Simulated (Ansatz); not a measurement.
**SiNi (Pmmn): electronic heat capacity and spin susceptibility from the density of states**

All numbers below come from Ansatz, DFT PBE, scalar-relativistic, plane waves, PAW.

Settings: cutoff 420 eV, Γ-centred mesh 14×12×10 on the computed 4-atom cell, Gaussian smearing of 0.10 eV; no spin polarisation.

Relaxed cell: Pmmn, a = 3.055 Å, b = 3.258 Å, c = 4.709 Å, α = 90.00°, β = 90.00°, γ = 90.00°, 4 atoms in the primitive cell. This form isn't the usual stable structure of the compound.

The density of states at the Fermi level is 1.139 states/eV in the cell of 4 atoms (2 formula units; both spins, tetrahedra on a 21×18×15 mesh).

Q: What Sommerfeld coefficient and Pauli susceptibility does this give?

A: Per formula unit N(E_F) = 0.569 states/eV. γ = (π²/3) k_B² N(E_F) N_A = 2.357 mJ/(mol K²) per state/eV, so γ = 1.3 mJ/(mol K²), a mole of formula units. χ_P = μ_B² N(E_F) N_A = 3.23×10⁻⁵ emu/mol per state/eV gives 1.8×10⁻⁵ emu/mol. This is the bare band result: a measured γ of the same phase is as a rule larger by a factor 1 + λ from phonons and spin fluctuations, the spin part of χ is larger by the Stoner factor, and a measured χ also holds orbital and core terms. N(E_F) at one energy is sensitive to the mesh where the density of states has sharp peaks.

A ferromagnetic start lost its moments in a first run, so spin was left out; other magnetic orders weren't tried.